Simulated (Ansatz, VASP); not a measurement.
# TiTe in VASP and in Ansatz

```xyz
4
Lattice="3.8674 0.0000 0.0000 -1.9337 3.3493 0.0000 0.0000 0.0000 6.4454" Properties=species:S:1:pos:R:3 pbc="T T T"
Te    1.9337    1.1164    4.8341
Te    0.0000    2.2329    1.6114
Ti    0.0000    0.0000    3.2227
Ti    0.0000    0.0000    0.0000
```

Change from the starting cell: volume scaled by 1.02.

Alike in both runs: task single point; functional PBEsol; k mesh 8 × 8 × 4; occupations fermi-dirac, width 0.05 eV; no spin polarisation.

```csv
,VASP,Ansatz
version,VASP 6.6.1,Ansatz 0.2.0
potentials or method,"VASP PAW PBE potentials, release 64 (Te, Ti_sv)",Ansatz PAW
plane-wave cutoff (eV),520,420
valence electrons in the cell,36,56
```

Ansatz gave:

- gap on the k mesh at the Fermi level (eV): none
- pressure (GPa): 1.3
- largest component of the traceless stress (GPa): 3.40

Question: Which values does VASP return?

Answer: gap on the k mesh at the Fermi level (eV): none; pressure (GPa): 1.4; largest component of the traceless stress (GPa): 3.41.

A gap of «none» marks a metal or a gap that the smearing closes. The two sets of potentials don't hold the same shells in valence.

Caveats: the PAW data sets were made with another functional, which shifts forces and pressure a little (VASP); the PAW data sets come from PBE, with cores solved anew for the run's functional, which leaves a small shift of forces and pressure (Ansatz). The runs have no spin-orbit coupling, so splittings on Te are missing.
